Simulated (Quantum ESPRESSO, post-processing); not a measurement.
# 2H-WSe2, 1 layer: a series in biaxial strain, part 8 of 8

Wanted: a table for 2H-WSe2, 1 layer against biaxial strain, and what can be fitted to it.

Quantum ESPRESSO 7.5; plane-wave DFT, PBE, GBRV ultrasoft pseudopotentials.

So far. Step 12 (Relaxation with pw.x, 3 %): The relaxation lowers the energy by 7 meV an atom.

## 15. Relaxation with pw.x, 4 %

Level of this step: plane-wave DFT, PBE, GBRV ultrasoft pseudopotentials (Quantum ESPRESSO 7.5).

Input file m8.relax.in:

```
&control
  prefix = 'm8.relax'
  outdir = './out'
  pseudo_dir = './pseudo'
  nstep = 40
  forc_conv_thr = 0.0003
  calculation = 'relax'
  tstress = .true.
/
&system
  ibrav = 0
  nat = 3
  ntyp = 2
  ecutwfc = 50
  ecutrho = 250
  occupations = 'smearing'
  smearing = 'fd'
  degauss = 0.002
/
&electrons
  conv_thr = 1e-09
  mixing_beta = 0.4
  electron_maxstep = 120
  mixing_mode = 'plain'
/
&ions
/
ATOMIC_SPECIES
  Se  78.9710  se_pbe_v1.uspp.F.UPF
  W   183.8400  w_pbe_v1.2.uspp.F.UPF
CELL_PARAMETERS angstrom
  3.45088568240000 0.00000000000000 0.00000000000000
  -1.72544284120000 2.98855466624000 0.00000000000000
  0.00000000000000 0.00000000000000 18.74034793400000
ATOMIC_POSITIONS crystal
  Se  0.333333333300 0.666666666700 0.410331696300
  W   0.000000000000 0.000000000000 0.500000000000
  Se  0.333333333300 0.666666666700 0.589668303700
K_POINTS automatic
  12 12 1 0 0 0
```

Command:

```
$ OMP_NUM_THREADS=1 mpirun -n 4 pw.x -nk 4 -in m8.relax.in > m8.relax.out
```

The log of the run:

```text
[banner, memory and clock lines left out]
Program PWSCF v.7.5 starts
[...]
Message from routine setup:
[...]
number of electrons       =        26.00
     number of Kohn-Sham states=           17
     kinetic-energy cutoff     =      50.0000  Ry
     charge density cutoff     =     250.0000  Ry
[...]
number of k points=    19  Fermi-Dirac smearing, width (Ry)=  0.0020
[...]
Dense  grid:    87299 G-vectors     FFT dimensions: (  36,  36, 180)
[...]
negative rho (up, down):  6.325E-02 0.000E+00
     Starting wfcs are   21 randomized atomic wfcs
[...]
negative rho (up, down):  6.490E-02 0.000E+00
[...]
estimated scf accuracy    <       0.07315900 Ry
[...]
negative rho (up, down):  6.640E-02 0.000E+00
[...]
estimated scf accuracy    <       0.01730942 Ry
[...]
negative rho (up, down):  6.709E-02 0.000E+00
[...]
estimated scf accuracy    <       0.02142835 Ry
[...]
negative rho (up, down):  6.810E-02 0.000E+00
[...]
estimated scf accuracy    <       0.00089153 Ry
[...]
negative rho (up, down):  6.817E-02 0.000E+00
[...]
estimated scf accuracy    <       0.00003306 Ry
[...]
negative rho (up, down):  6.808E-02 0.000E+00
[...]
estimated scf accuracy    <       0.00000421 Ry
[...]
negative rho (up, down):  6.806E-02 0.000E+00
[...]
estimated scf accuracy    <       0.00000034 Ry
[...]
negative rho (up, down):  6.804E-02 0.000E+00
[...]
estimated scf accuracy    <       0.00000009 Ry
[...]
negative rho (up, down):  6.804E-02 0.000E+00
[...]
estimated scf accuracy    <       0.00000001 Ry
[...]
negative rho (up, down):  6.804E-02 0.000E+00
[...]
the Fermi energy is     0.4820 ev
!    total energy              =    -246.45831330 Ry
     estimated scf accuracy    <          5.5E-10 Ry
     smearing contrib. (-TS)   =      -0.00000000 Ry
     internal energy E=F+TS    =    -246.45831330 Ry
[...]
one-electron contribution =    -839.74217392 Ry
     hartree contribution      =     420.09358483 Ry
     xc contribution           =    -100.49133642 Ry
     ewald contribution        =     273.68161222 Ry
     convergence has been achieved in  10 iterations
     negative rho (up, down):  6.804E-02 0.000E+00
[...]
Total force =     0.040012     Total SCF correction =     0.000059
[...]
negative rho (up, down):  6.804E-02 0.000E+00
[...]
negative rho (up, down):  6.803E-02 0.000E+00
[...]
negative rho (up, down):  6.804E-02 0.000E+00
[...]
estimated scf accuracy    <       0.00008704 Ry
[...]
negative rho (up, down):  6.802E-02 0.000E+00
[...]
estimated scf accuracy    <       0.00011599 Ry
[...]
negative rho (up, down):  6.802E-02 0.000E+00
[...]
estimated scf accuracy    <       0.00000753 Ry
[...]
negative rho (up, down):  6.802E-02 0.000E+00
[...]
estimated scf accuracy    <       0.00000056 Ry
[...]
negative rho (up, down):  6.802E-02 0.000E+00
[...]
estimated scf accuracy    <       0.00000005 Ry
[...]
negative rho (up, down):  6.802E-02 0.000E+00
[...]
estimated scf accuracy    <          5.9E-09 Ry
[...]
negative rho (up, down):  6.802E-02 0.000E+00
[...]
the Fermi energy is     0.4318 ev
!    total energy              =    -246.45967022 Ry
     estimated scf accuracy    <          1.4E-10 Ry
     smearing contrib. (-TS)   =      -0.00000000 Ry
     internal energy E=F+TS    =    -246.45967022 Ry
[...]
one-electron contribution =    -842.99485547 Ry
     hartree contribution      =     421.71177414 Ry
     xc contribution           =    -100.51372851 Ry
     ewald contribution        =     275.33713962 Ry
     convergence has been achieved in   7 iterations
     negative rho (up, down):  6.802E-02 0.000E+00
[...]
Total force =     0.027716     Total SCF correction =     0.000011
[...]
negative rho (up, down):  6.802E-02 0.000E+00
[...]
negative rho (up, down):  6.801E-02 0.000E+00
[...]
negative rho (up, down):  6.802E-02 0.000E+00
[...]
estimated scf accuracy    <       0.00009809 Ry
[...]
negative rho (up, down):  6.800E-02 0.000E+00
[...]
estimated scf accuracy    <       0.00011023 Ry
[...]
negative rho (up, down):  6.800E-02 0.000E+00
[...]
estimated scf accuracy    <       0.00000996 Ry
[...]
negative rho (up, down):  6.800E-02 0.000E+00
[...]
estimated scf accuracy    <       0.00000066 Ry
[...]
negative rho (up, down):  6.800E-02 0.000E+00
[...]
estimated scf accuracy    <       0.00000006 Ry
[...]
negative rho (up, down):  6.800E-02 0.000E+00
[...]
estimated scf accuracy    <       0.00000001 Ry
[...]
negative rho (up, down):  6.800E-02 0.000E+00
[...]
estimated scf accuracy    <          3.9E-10 Ry
[...]
negative rho (up, down):  6.800E-02 0.000E+00
[...]
the Fermi energy is     0.3832 ev
!    total energy              =    -246.46058151 Ry
     estimated scf accuracy    <          7.3E-11 Ry
     smearing contrib. (-TS)   =      -0.00000000 Ry
     internal energy E=F+TS    =    -246.46058151 Ry
[...]
one-electron contribution =    -846.57194816 Ry
     hartree contribution      =     423.49033520 Ry
     xc contribution           =    -100.53873295 Ry
     ewald contribution        =     277.15976440 Ry
     convergence has been achieved in   8 iterations
     negative rho (up, down):  6.800E-02 0.000E+00
[...]
Total force =     0.013583     Total SCF correction =     0.000022
[...]
negative rho (up, down):  6.800E-02 0.000E+00
[...]
negative rho (up, down):  6.799E-02 0.000E+00
[...]
negative rho (up, down):  6.800E-02 0.000E+00
[...]
estimated scf accuracy    <       0.00009017 Ry
[...]
negative rho (up, down):  6.798E-02 0.000E+00
[...]
estimated scf accuracy    <       0.00009487 Ry
[...]
negative rho (up, down):  6.798E-02 0.000E+00
[...]
estimated scf accuracy    <       0.00000900 Ry
[...]
negative rho (up, down):  6.798E-02 0.000E+00
[...]
estimated scf accuracy    <       0.00000062 Ry
[...]
negative rho (up, down):  6.798E-02 0.000E+00
[...]
estimated scf accuracy    <       0.00000006 Ry
[...]
negative rho (up, down):  6.798E-02 0.000E+00
[...]
estimated scf accuracy    <          6.8E-09 Ry
[...]
negative rho (up, down):  6.798E-02 0.000E+00
[...]
estimated scf accuracy    <          1.5E-10 Ry
[...]
negative rho (up, down):  6.798E-02 0.000E+00
[...]
the Fermi energy is     0.3903 ev
!    total energy              =    -246.46085815 Ry
     estimated scf accuracy    <          2.7E-11 Ry
     smearing contrib. (-TS)   =      -0.00000000 Ry
     internal energy E=F+TS    =    -246.46085815 Ry
[...]
one-electron contribution =    -850.00984690 Ry
     hartree contribution      =     425.19922914 Ry
     xc contribution           =    -100.56317537 Ry
     ewald contribution        =     278.91293499 Ry
     convergence has been achieved in   8 iterations
     negative rho (up, down):  6.798E-02 0.000E+00
[...]
Total force =     0.000609     Total SCF correction =     0.000012
[...]
negative rho (up, down):  6.798E-02 0.000E+00
[...]
negative rho (up, down):  6.799E-02 0.000E+00
[...]
negative rho (up, down):  6.799E-02 0.000E+00
[...]
estimated scf accuracy    <       0.00000016 Ry
[...]
negative rho (up, down):  6.799E-02 0.000E+00
[...]
estimated scf accuracy    <       0.00000017 Ry
[...]
negative rho (up, down):  6.799E-02 0.000E+00
[...]
estimated scf accuracy    <       0.00000002 Ry
[...]
negative rho (up, down):  6.799E-02 0.000E+00
[...]
estimated scf accuracy    <          1.1E-09 Ry
[...]
negative rho (up, down):  6.799E-02 0.000E+00
[...]
estimated scf accuracy    <          1.2E-10 Ry
[...]
negative rho (up, down):  6.799E-02 0.000E+00
[...]
estimated scf accuracy    <          1.5E-11 Ry
[...]
negative rho (up, down):  6.799E-02 0.000E+00
[...]
the Fermi energy is     0.3892 ev
!    total energy              =    -246.46085869 Ry
     estimated scf accuracy    <          2.9E-13 Ry
     smearing contrib. (-TS)   =      -0.00000000 Ry
     internal energy E=F+TS    =    -246.46085869 Ry
[...]
one-electron contribution =    -849.86241748 Ry
     hartree contribution      =     425.12600454 Ry
     xc contribution           =    -100.56212080 Ry
     ewald contribution        =     278.83767505 Ry
     convergence has been achieved in   7 iterations
     negative rho (up, down):  6.799E-02 0.000E+00
[...]
Total force =     0.000014     Total SCF correction =     0.000000
[...]
negative rho (up, down):  6.799E-02 0.000E+00
[...]
```

Run time: 2.4 min. Hardware: 4 MPI ranks of Arm Neoverse N1, shared host; peak memory 0.94 GiB; 9.6 min of CPU time.

The steps of the relaxation:

| step | energy less that of the first step (eV) | largest force (eV/Å) |
| --- | --- | --- |
| 1 | 0.0000 | 0.7274 |
| 2 | -0.0185 | 0.5039 |
| 3 | -0.0309 | 0.2470 |
| 4 | -0.0346 | 0.0111 |
| 5 | -0.0346 | 0.0003 |

The atoms that moved most (Å):

| atom | dx | dy | dz | length |
| --- | --- | --- | --- | --- |
| Se1 | 0.000 | 0.000 | 0.047 | 0.047 |
| Se3 | 0.000 | 0.000 | -0.047 | 0.047 |

The relaxed structure:

```
CELL_PARAMETERS angstrom
3.45089 0.00000 0.00000
-1.72544 2.98855 0.00000
0.00000 0.00000 18.74035
ATOMIC_POSITIONS crystal
Se 0.33333 0.66667 0.41282
W 0.00000 0.00000 0.50000
Se 0.33333 0.66667 0.58718
```

The relaxation lowers the energy by 12 meV an atom.

Numbers from this step:

- free energy: -3353.2708 eV
- Fermi energy: 0.3892 eV

## 16. Self-consistent run, 4 %

Input file m8.scf.in:

```
&control
  prefix = 'm8.scf'
  outdir = './out'
  pseudo_dir = './pseudo'
  calculation = 'scf'
  tprnfor = .true.
/
&system
  ibrav = 0
  nat = 3
  ntyp = 2
  ecutwfc = 40
  ecutrho = 200
  occupations = 'smearing'
  smearing = 'fd'
  degauss = 0.002
  nbnd = 17
/
&electrons
  conv_thr = 1e-09
  mixing_beta = 0.4
  electron_maxstep = 120
  mixing_mode = 'plain'
/
ATOMIC_SPECIES
  Se  78.9710  se_pbe_v1.uspp.F.UPF
  W   183.8400  w_pbe_v1.2.uspp.F.UPF
CELL_PARAMETERS angstrom
  3.45088568240000 0.00000000000000 0.00000000000000
  -1.72544284120000 2.98855466624000 0.00000000000000
  0.00000000000000 0.00000000000000 18.74034793400000
ATOMIC_POSITIONS crystal
  Se  0.333333333300 0.666666666700 0.412817800500
  W   0.000000000000 0.000000000000 0.500000000000
  Se  0.333333333300 0.666666666700 0.587182199500
K_POINTS automatic
  12 12 1 0 0 0
```

Command:

```
$ OMP_NUM_THREADS=1 mpirun -n 4 pw.x -nk 4 -in m8.scf.in > m8.scf.out
```

The log of the run:

```text
[banner, memory and clock lines left out]
Program PWSCF v.7.5 starts
[...]
Message from routine setup:
[...]
number of electrons       =        26.00
     number of Kohn-Sham states=           17
     kinetic-energy cutoff     =      40.0000  Ry
     charge density cutoff     =     200.0000  Ry
[...]
number of k points=    19  Fermi-Dirac smearing, width (Ry)=  0.0020
[...]
Dense  grid:    62265 G-vectors     FFT dimensions: (  30,  30, 160)
[...]
negative rho (up, down):  6.617E-02 0.000E+00
     Starting wfcs are   21 randomized atomic wfcs
[...]
negative rho (up, down):  6.715E-02 0.000E+00
[...]
estimated scf accuracy    <       0.07003924 Ry
[...]
negative rho (up, down):  6.829E-02 0.000E+00
[...]
estimated scf accuracy    <       0.01492742 Ry
[...]
negative rho (up, down):  6.871E-02 0.000E+00
[...]
estimated scf accuracy    <       0.01567561 Ry
[...]
negative rho (up, down):  6.938E-02 0.000E+00
[...]
estimated scf accuracy    <       0.00087235 Ry
[...]
negative rho (up, down):  6.943E-02 0.000E+00
[...]
estimated scf accuracy    <       0.00002968 Ry
[...]
negative rho (up, down):  6.937E-02 0.000E+00
[...]
estimated scf accuracy    <       0.00000388 Ry
[...]
negative rho (up, down):  6.936E-02 0.000E+00
[...]
estimated scf accuracy    <       0.00000021 Ry
[...]
negative rho (up, down):  6.934E-02 0.000E+00
[...]
estimated scf accuracy    <       0.00000009 Ry
[...]
negative rho (up, down):  6.934E-02 0.000E+00
[...]
estimated scf accuracy    <          2.2E-09 Ry
[...]
negative rho (up, down):  6.934E-02 0.000E+00
[...]
the Fermi energy is     0.3887 ev
!    total energy              =    -246.45566202 Ry
     estimated scf accuracy    <          3.0E-10 Ry
     smearing contrib. (-TS)   =      -0.00000000 Ry
     internal energy E=F+TS    =    -246.45566202 Ry
[...]
one-electron contribution =    -849.84493476 Ry
     hartree contribution      =     425.11487582 Ry
     xc contribution           =    -100.56327822 Ry
     ewald contribution        =     278.83767513 Ry
     convergence has been achieved in  10 iterations
     negative rho (up, down):  6.934E-02 0.000E+00
[...]
Total force =     0.000081     Total SCF correction =     0.000042
[...]
```

Run time: 28 s. Hardware: 4 MPI ranks; peak memory 0.67 GiB; 1.9 min of CPU time.

This step gave:

| Property | Result |
| --- | --- |
| free energy | -3353.2001 eV |
| Fermi energy | 0.3887 eV |
| valence top, on the run's zero | -0.1313 eV |
| conduction bottom, on the run's zero | 0.9030 eV |
| gap by band count | 1.034 eV |

## 17. Self-consistent run, 4 %

Level of this step: plane-wave DFT, PBE, PseudoDojo fully relativistic norm-conserving pseudopotentials (Quantum ESPRESSO 7.5).

m8.soc.in, as its differences from the input of step 16:

```diff
@@ -1,3 +1,3 @@
 &control
-  prefix = 'm8.scf'
+  prefix = 'm8.soc'
   outdir = './out'
@@ -11,4 +11,4 @@
   ntyp = 2
-  ecutwfc = 40
-  ecutrho = 200
+  ecutwfc = 78
+  ecutrho = 312
   occupations = 'smearing'
@@ -16,6 +16,8 @@
   degauss = 0.002
-  nbnd = 17
+  noncolin = .true.
+  lspinorb = .true.
+  nbnd = 52
 /
 &electrons
-  conv_thr = 1e-09
+  conv_thr = 1e-07
   mixing_beta = 0.4
@@ -25,4 +27,4 @@
 ATOMIC_SPECIES
-  Se  78.9710  se_pbe_v1.uspp.F.UPF
-  W   183.8400  w_pbe_v1.2.uspp.F.UPF
+  Se  78.9710  Se.dojo-fr-pbe-0.4-standard.upf
+  W   183.8400  W.dojo-fr-pbe-0.4-standard.upf
 CELL_PARAMETERS angstrom
@@ -36,2 +38,2 @@
 K_POINTS automatic
-  12 12 1 0 0 0
+  6 6 1 0 0 0
```

Command:

```
$ OMP_NUM_THREADS=1 mpirun -n 4 pw.x -nk 2 -in m8.soc.in > m8.soc.out
```

The log of the run:

```text
[banner, memory and clock lines left out]
Program PWSCF v.7.5 starts
[...]
Message from routine setup:
[...]
number of electrons       =        46.00
     number of Kohn-Sham states=           52
     kinetic-energy cutoff     =      78.0000  Ry
     charge density cutoff     =     312.0000  Ry
[...]
number of k points=     7  Fermi-Dirac smearing, width (Ry)=  0.0020
[...]
Dense  grid:   121531 G-vectors     FFT dimensions: (  40,  40, 200)
[...]
negative rho (up, down):  2.668E-05 0.000E+00
     Starting wfcs are   56 randomized atomic wfcs
[...]
negative rho (up, down):  1.462E-05 0.000E+00
[...]
estimated scf accuracy    <       0.06015342 Ry
[...]
negative rho (up, down):  5.566E-06 0.000E+00
[...]
estimated scf accuracy    <       0.00992445 Ry
[...]
negative rho (up, down):  2.805E-06 0.000E+00
[...]
estimated scf accuracy    <       0.00251639 Ry
[...]
negative rho (up, down):  4.771E-07 0.000E+00
[...]
estimated scf accuracy    <       0.00141390 Ry
[...]
negative rho (up, down):  1.011E-08 0.000E+00
[...]
estimated scf accuracy    <       0.00003922 Ry
[...]
estimated scf accuracy    <       0.00001492 Ry
[...]
estimated scf accuracy    <       0.00000097 Ry
[...]
estimated scf accuracy    <       0.00000027 Ry
[...]
the Fermi energy is     1.1683 ev
!    total energy              =    -636.96627156 Ry
     estimated scf accuracy    <       0.00000003 Ry
     smearing contrib. (-TS)   =      -0.00000000 Ry
     internal energy E=F+TS    =    -636.96627156 Ry
[...]
one-electron contribution =   -2572.56058610 Ry
     hartree contribution      =    1280.20082854 Ry
     xc contribution           =    -129.97276504 Ry
     ewald contribution        =     785.36625103 Ry
     convergence has been achieved in   9 iterations
[...]
Total force =     0.001528     Total SCF correction =     0.001001
[...]
```

Wall time 2 min (4 MPI ranks); peak memory 0.99 GiB; 8.1 min of CPU time.

This step gave:

```
free energy                          : -8666.3676 eV
Fermi energy                         : 1.168 eV
valence top, on the run's zero       : 0.7460 eV
conduction bottom, on the run's zero : 1.601 eV
gap by band count                    : 0.8548 eV
```

## 18. The series side by side

The series in one table, energies over the lowest:

| biaxial strain | energy (eV) | gap along the path (eV) | upper vacuum level over the valence top of the mesh (eV) | lower vacuum level over that top (eV) | gap with spin-orbit coupling (eV) |
| --- | --- | --- | --- | --- | --- |
| -4 % | 0.1533 | 1.45 | 4.937 | 4.937 | 1.166 |
| -3 % | 0.0853 | 1.51 | 4.969 | 4.969 | 1.208 |
| -2 % | 0.0379 | 1.567 | 5.004 | 5.004 | 1.248 |
| -1 % | 0.0099 | 1.623 | 5.043 | 5.043 | 1.286 |
| 0 % | 0.0000 | 1.558 | 5.085 | 5.085 | 1.272 |
| 1 % | 0.0072 | 1.438 | 5.132 | 5.132 | 1.153 |
| 2 % | 0.0302 | 1.328 | 5.181 | 5.181 | 1.044 |
| 3 % | 0.0684 | 1.226 | 5.229 | 5.229 | 0.9448 |
| 4 % | 0.1208 | 1.034 | 5.179 | 5.179 | 0.8545 |

## 19. A check by hand

A parabola through the energies within ±2 % has E = 85.17 eV × ε² -0.181 eV × ε; for the curvature, over A = 9.535 Å² this is 85.17 × 1/9.535 × 16.02 = 143 N/m.

## 20. What came out

* C11 + C12: 143 N/m
* gap along the path, at -4 % and at 4 %: 1.45, 1.03 eV
* upper vacuum level over the valence top of the mesh, at -4 % and at 4 %: 4.94, 5.18 eV
* lower vacuum level over that top, at -4 % and at 4 %: 4.94, 5.18 eV
* gap with spin-orbit coupling, at -4 % and at 4 %: 1.17, 0.85 eV

In words: The series holds 9 members; C11 + C12: 143 N/m (PBE, GBRV ultrasoft). The energy is lowest near zero strain. From -4 % to 4 % the gap along the path goes from 1.45 to 1.03 eV by way of 1.62 at -1 %. From -4 % to 4 % the upper vacuum level over the valence top of the mesh goes from 4.94 to 5.18 eV by way of 5.23 at 3 %. From -4 % to 4 % the lower vacuum level over that top goes from 4.94 to 5.18 eV by way of 5.23 at 3 %. From -4 % to 4 % the gap with spin-orbit coupling goes from 1.17 to 0.85 eV by way of 1.29 at -1 %. Semilocal gaps are too small; the 1×1 cell can't ripple over many cells under compression as a free sheet would.

[Logs are printed without paths, hosts, clocks, repeated set-up lines and the standing remarks that a program may print on its own settings, such as how far it seeks lower states.]

[Hosts, paths, dates, database ids (printed as entryN), source tags and the programs' standing remarks are cut or masked in the printed files.]

[Maps of the electrostatic potential energy from Ansatz leave out the sawtooth potential of an applied field or a dipole correction, so their vacuum need not be flat; planar profiles and work functions include it.]
